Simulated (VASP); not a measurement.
# GaP in VASP: one cell, several levels of theory, part 2 of 2

VASP 6.6.1, plane waves, PAW.

**3. r2SCAN**

File INCAR:

```
ENCUT = 520.000000
SIGMA = 0.010000
EDIFF = 1.00e-07
ALGO = Normal
METAGGA = R2SCAN
PREC = Accurate
IBRION = -1
ISIF = 2
ISMEAR = 0
NBANDS = 16
NELM = 120
NSW = 0
LASPH = .TRUE.
LCHARG = .FALSE.
LWAVE = .FALSE.
LREAL = .FALSE.
```

File KPOINTS:

```
KPOINTS created by Atomic Simulation Environment
0
Gamma
8 8 8
0 0 0
```

File KPOINTS_OPT:

```
special points
7
Reciprocal
0.0000000000 0.0000000000 0.0000000000 1
-0.5000000000 -0.5000000000 0.0000000000 1
-0.3750000000 -0.3750000000 0.2500000000 1
-0.3750000000 0.0000000000 0.3750000000 1
0.0000000000 0.0000000000 0.5000000000 1
-0.5000000000 -0.2500000000 0.2500000000 1
0.0000000000 0.4244790000 0.4244790000 1
```

File POSCAR:

```
Ga P
 1.0000000000000000
    -0.0000000000000000    2.7253992946765000    2.7253992946765000
     2.7253992946765000    0.0000000000000000    2.7253992946765000
     2.7253992946765000    2.7253992946765000    0.0000000000000000
 Ga  P
   1   1
Cartesian
  0.0000000000000000 -0.0000000000000000 -0.0000000000000000
  1.3626996473382502  1.3626996473382502  1.3626996473382502
```

The run is started by

```console
mpirun -np 1 vasp_std
```

Standard output, without the iteration lines:

```text
POSCAR found type information on POSCAR GaP
 POSCAR found :  2 types and       2 ions
 -----------------------------------------------------------------------------
|                                                                             |
|                                                                             |
|     You enforced a specific xc type in the INCAR file but a different       |
|     I HOPE YOU KNOW WHAT YOU ARE DOING!                                     |
|                                                                             |
 -----------------------------------------------------------------------------

 LDA part: xc-table for (None), standard interpolation
 POSCAR, INCAR and KPOINTS ok, starting setup
 FFT: planning ... GRIDC
 FFT: planning ... GRID_SOFT
 FFT: planning ... GRID
 WAVECAR not read
 entering main loop
 Start KPOINTS_OPT (optional k-point list driver)
k-point batch [1-7\7]
```

OSZICAR:

```text
N       E                     dE             d eps       ncg     rms          rms(c)
DAV:   1     0.651257277468E+02    0.65126E+02   -0.93274E+03   960   0.166E+03
DAV:   2    -0.177522759587E+02   -0.82878E+02   -0.79066E+02  1040   0.310E+02
DAV:   3    -0.236496721598E+02   -0.58974E+01   -0.58806E+01  1160   0.654E+01
DAV:   4    -0.237390095600E+02   -0.89337E-01   -0.89316E-01  1144   0.869E+00
DAV:   5    -0.237408182041E+02   -0.18086E-02   -0.18086E-02  1176   0.108E+00    0.483E+00
DAV:   6    -0.214671389223E+02    0.22737E+01   -0.58797E-01  1160   0.146E+01    0.313E+00
DAV:   7    -0.214585106560E+02    0.86283E-02   -0.20463E-01  1104   0.373E+00    0.164E+00
DAV:   8    -0.214628608352E+02   -0.43502E-02   -0.97010E-03  1176   0.788E-01    0.669E-01
DAV:   9    -0.214630999167E+02   -0.23908E-03   -0.18871E-03  1128   0.440E-01    0.704E-02
DAV:  10    -0.214630904201E+02    0.94966E-05   -0.14085E-04  1120   0.857E-02    0.371E-02
DAV:  11    -0.214630873476E+02    0.30724E-05   -0.18824E-05  1192   0.359E-02    0.736E-03
DAV:  12    -0.214630855919E+02    0.17557E-05   -0.16451E-06  1160   0.102E-02    0.322E-03
DAV:  13    -0.214630868303E+02   -0.12384E-05   -0.33440E-07  1144   0.841E-03    0.149E-03
DAV:  14    -0.214630872478E+02   -0.41752E-06   -0.29009E-08   672   0.248E-03    0.952E-04
DAV:  15    -0.214630871244E+02    0.12345E-06   -0.14939E-08   584   0.252E-03    0.255E-04
DAV:  16    -0.214630871578E+02   -0.33458E-07   -0.26991E-09   608   0.726E-04
   1 F= -.21463087E+02 E0= -.21463087E+02  d E =-.435286E-48
       N       E                     dE             ncg
DAV:   1     0.496896275172E+03   -0.39243E+04      224
DAV:   2    -0.124898607577E+03   -0.62179E+03      248
DAV:   3    -0.174926399350E+03   -0.50028E+02      304
DAV:   4    -0.175650959406E+03   -0.72456E+00      264
DAV:   5    -0.175664473387E+03   -0.13514E-01      296
DAV:   6    -0.175665075330E+03   -0.60194E-03      336
DAV:   7    -0.175665079440E+03   -0.41101E-05      304
DAV:   8    -0.175665079536E+03   -0.95523E-07      240
```

OUTCAR, selected sections:

```text
k-points           NKPTS =     29   k-points in BZ     NKDIM =     29   number of bands    NBANDS=     16

   NELECT =      18.0000    total number of electrons

   dimension x,y,z NGX =    30 NGY =   30 NGZ =   30
   dimension x,y,z NGXF=    60 NGYF=   60 NGZF=   60

  energy-cutoff  :      520.00
  volume of cell :       40.49
      direct lattice vectors                 reciprocal lattice vectors
     0.000000000  2.725399295  2.725399295    -0.183459356  0.183459356  0.183459356
     2.725399295  0.000000000  2.725399295     0.183459356 -0.183459356  0.183459356
     2.725399295  2.725399295  0.000000000     0.183459356  0.183459356 -0.183459356

 k-points in reciprocal lattice and weights: KPOINTS created by Atomic Simulation Env
   0.00000000  0.00000000  0.00000000       0.002
   0.12500000  0.00000000  0.00000000       0.016
   0.25000000  0.00000000  0.00000000       0.016
   0.37500000  0.00000000  0.00000000       0.016
   0.50000000  0.00000000  0.00000000       0.008
   0.12500000  0.12500000  0.00000000       0.012
   0.25000000  0.12500000  0.00000000       0.047
   0.37500000  0.12500000  0.00000000       0.047
[... 21 more k-points ...]

 E-fermi :   4.5609

 k-point     1 :       0.0000    0.0000    0.0000
  band No.  band energies     occupation
      1     -10.5286      2.00000
      2     -10.5286      2.00000
      3     -10.5286      2.00000
      4     -10.4149      2.00000
      5     -10.4149      2.00000
      6      -8.5599      2.00000
      7       4.4604      2.00000
      8       4.4604      2.00000
      9       4.4604      2.00000
     10       6.8030      0.00000
     11       8.6512      0.00000
     12       8.6513      0.00000
     13       8.6513      0.00000
     14      13.9221      0.00000
     15      14.7334      0.00000
     16      14.7334      0.00000

 k-point     2 :       0.1250    0.0000    0.0000
  band No.  band energies     occupation
      1     -10.5448      2.00000
      2     -10.5236      2.00000
      3     -10.5235      2.00000
      4     -10.4149      2.00000
      5     -10.4149      2.00000
      6      -8.3464      2.00000
      7       2.8353      2.00000
      8       4.2221      2.00000
      9       4.2221      2.00000
     10       7.3437      0.00000
     11       9.0176      0.00000
     12       9.0177      0.00000
     13       9.3234      0.00000
     14      14.1068      0.00000
     15      14.1068      0.00000
     16      14.8336      0.00000

 k-point     3 :       0.2500    0.0000    0.0000
  band No.  band energies     occupation
      1     -10.5795      2.00000
      2     -10.5126      2.00000
      3     -10.5126      2.00000
      4     -10.4136      2.00000
      5     -10.4136      2.00000
      6      -7.7441      2.00000
      7       0.4949      2.00000
      8       3.7702      2.00000
      9       3.7703      2.00000
     10       7.0019      0.00000
     11       9.5487      0.00000
     12       9.5488      0.00000
     13      11.3443      0.00000
     14      13.9325      0.00000
     15      13.9325      0.00000
     16      15.0204      0.00000

 k-point     4 :       0.3750    0.0000    0.0000
  band No.  band energies     occupation
      1     -10.6098      2.00000
      2     -10.5040      2.00000
      3     -10.5040      2.00000
      4     -10.4099      2.00000
      5     -10.4099      2.00000
      6      -6.9084      2.00000
      7      -1.4821      2.00000
      8       3.4186      2.00000
      9       3.4187      2.00000
     10       6.6328      0.00000
     11       9.5934      0.00000
     12       9.5934      0.00000
     13      13.0513      0.00000
     14      14.9803      0.00000
     15      15.2033      0.00000
     16      15.2033      0.00000

 k-point     5 :       0.5000    0.0000    0.0000
  band No.  band energies     occupation
      1     -10.6214      2.00000
      2     -10.5012      2.00000
      3     -10.5012      2.00000
      4     -10.4075      2.00000
      5     -10.4075      2.00000
      6      -6.3990      2.00000
      7      -2.3836      2.00000
      8       3.2918      2.00000
      9       3.2919      2.00000
     10       6.4997      0.00000
     11       9.5176      0.00000
     12       9.5176      0.00000
     13      13.2933      0.00000
     14      16.1020      0.00000
     15      16.7901      0.00000
     16      16.7901      0.00000

[... the tables of k-points 6 to 29 left out ...]

  Total       -0.0075793     -0.0075793     -0.0075793     -0.0000000      0.0000000      0.0000000
  in kB       -0.2999294     -0.2999294     -0.2999294     -0.0000000      0.0000000      0.0000000
  external PRESSURE =      -0.2999294 kB  Pullay stress =       0.0000000 kB

 POSITION                                       TOTAL-FORCE (eV/Angst)
 -----------------------------------------------------------------------------------
      0.00000      0.00000      0.00000         0.000000      0.000000      0.000000
      1.36270      1.36270      1.36270        -0.000000     -0.000000     -0.000000
 -----------------------------------------------------------------------------------
    total drift:                                0.000010      0.000010      0.000010

  FREE ENERGIE OF THE ION-ELECTRON SYSTEM (eV)
  ---------------------------------------------------
  free  energy   TOTEN  =       -21.4630871578 eV

  energy  without entropy=      -21.4630871578  energy(sigma->0) =      -21.46308716
```

Hardware: 1 MPI rank of Intel Xeon Platinum 8488C, shared host.

The levels at the points of KPOINTS_OPT are read from vasprun.xml.

Near the gap, in eV above the top of the last filled band v; c is the band after it:

```
point    v−1      v     c   c+1
    Γ   0.00   0.00  2.34  4.19
    X  -2.80  -2.80  1.91  2.10
    U  -4.07  -2.35  2.48  5.19
    K  -4.07  -2.35  2.48  5.19
    L  -1.17  -1.17  2.04  5.06
    W  -3.70  -3.54  5.04  5.30
```

The r2SCAN gap is 1.85 eV and indirect (Γ to (0.00, 0.42, 0.42)), with 2.34 eV as the least direct one. Pressure: -0.03 GPa; the forces vanish within 0.01 eV/Å.

**4. Summary**

The summary covers parts 1 to 2.

```
 level  gap (eV)  pressure (GPa)  Ansatz: gap (eV)  Ansatz: pressure (GPa)
   PBE      1.59            2.47              1.59                    2.49
r2SCAN      1.85           -0.03              1.84                    0.03
```

What this shows: The gap runs from 1.59 eV (PBE) to 1.85 eV (r2SCAN). A measured gap is 2.34 eV (indirect; 10 K; quoted in “Stacking defects in GaP nanowires: Electronic structure and optical properties”, 2018, arxiv:1810.01194). The misses are: PBE -0.75, r2SCAN -0.49 eV; r2SCAN comes nearest. The calculation is for fixed nuclei; the measurement holds lattice motion too. The pressure is highest with PBE (2.5 GPa) and lowest with r2SCAN (0.0 GPa), which orders the cells that they would relax to. The two programs agree on the gap within 0.02 eV, far less than the spread between functionals. Datasets and cutoffs are each program's own.
